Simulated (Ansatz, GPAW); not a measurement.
**One calculation of MgO, 3 ways**

```xyz
2
Lattice="0.0000 2.0970 2.0970 2.0970 0.0000 2.0970 2.0970 2.0970 0.0000" Properties=species:S:1:pos:R:3 pbc="T T T"
Mg    0.0000    0.0000    0.0000
O     2.0970    2.0970    2.0970
```

The cell is a database's computed one, not the measured one.

Alike in all runs: task single point; functional PBEsol; k mesh 11 × 11 × 11; occupations gaussian, width 0.02 eV; no spin polarisation; no spin-orbit coupling. Pressure is positive in compression and, in plane waves, holds the error of the finite cutoff, which Ansatz's Pulay term estimates and takes out.

| program and potentials | plane-wave cutoff (eV) | notes | pressure (GPa) |
| --- | --- | --- | --- |
| Ansatz, Ansatz PAW | 420 | potentials made for PBE, which Ansatz adapts in part; Pulay term of +0.66 GPa included | 2.33 |
| Ansatz, all-electron LAPW, scalar-relativistic | - | - | 2.41 |
| GPAW, PAW data sets generated for this functional | 800 | - | 3.13 |

The pressure spans 2.33 (Ansatz, Ansatz PAW) to 3.13 GPa (GPAW, PAW data sets generated for this functional), with all-electron results at 2.41.

Differences between rows come from potentials, basis sets and numerical settings, since the functional is the same but for its coding. Runs on potential files found faulty are left out.
